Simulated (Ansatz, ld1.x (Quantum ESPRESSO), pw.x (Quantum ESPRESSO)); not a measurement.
palladium (bcc): variants of one TM potential in the solid

| Property | Result |
| --- | --- |
| Element | Pd |
| Generator | ld1.x (Quantum ESPRESSO) 7.5 |
| Type | norm-conserving Troullier–Martins (Kleinman–Bylander form) |
| Functional | PBE |
| Relativity | scalar-relativistic |
| Frozen core | [Kr] |
| Valence charge | 10 |
| Reference configuration | 4d10 5s0 5p0 |
| Partial waves | 5s (bound, empty): rc 2.50 bohr; 4d (bound): rc 1.30 bohr; 5p (bound, empty): rc 3.90 bohr |
| Local potential | the p channel |
| Core correction | none |

Crystal test: bcc Pd in pw.x 7.5, no spin, 15³ k-points, Fermi–Dirac smearing 0.01 Ry, cutoffs set for each file from its atomic test. The reference is all-electron LAPW (Ansatz 0.2.0) with the same functional, mesh and smearing; V0 and B0 come from Birch–Murnaghan fits to the pressures at five volumes. Errors are pseudo minus all-electron; Δ is the rms difference of the E(V) curves that follow from these fits, minima aligned, over ±6 % about the mean V0. Mesh and smearing are coarse, so the numbers serve the comparison and aren't converged zero-temperature values; the lattice is a test structure that the element need not adopt.

All-electron: a0 = 3.140 Å (V0 = 15.49 Å³/atom), B0 = 161.1 GPa.

Base: The largest radius (3.90 bohr) exceeds half the bond length (2.57 bohr), so the spheres overlap, which is one possible source of error among others. Atomic configuration tests: 1 of 7 tests not solved or not reliable. The logarithmic derivative shows an extra or strongly shifted pseudo pole above the reference energy (s near 0.54 Ry).

1 further variants are left out: they gave no file fit for a test, a broken result, the same result as the base, or pressures whose basis-set error rivals the error shown.

```tsv
change	cutoffs (Ry)	pw.x	a0 (Å)	a0 error (%)	B0 error (%)	Δ (meV/atom)	mean pressure error (GPa)
base	110/440	converged	3.144	+0.11	+4.0	2.1	+0.62
reference 4d9 5s1 5p0	110/440	converged	3.131	-0.30	+7.2	4.9	-1.47
core correction a·sin(br)/r model core inside 0.54 bohr	110/440	converged	3.186	+1.47	-15.9	20.9	+5.60
type ultrasoft; waves now 5s (bound): rcut 2.15, rcutus 2.50 bohr; 5s channel at 3.8 Ry: rcut 2.15, rcutus 2.50 bohr; 5p (bound): rcut 3.40, rcutus 3.90 bohr; 5p channel at 2 Ry: rcut 3.40, rcutus 3.90 bohr; 4d (bound): rcut 1.15, rcutus 1.30 bohr; 4d channel at 0.8 Ry: rcut 1.15, rcutus 1.30 bohr; local potential all-electron potential smoothed inside 2.90 bohr (lloc = -1); augmentation PSQ, inside the norm-conserving radii	135/900	converged	3.161	+0.65	+6.4	11.5	+3.60
wave 4d (bound): rc 1.30 bohr becomes 4d (bound): rc 1.68 bohr	110/440	converged	3.144	+0.10	+4.1	2.0	+0.57
```
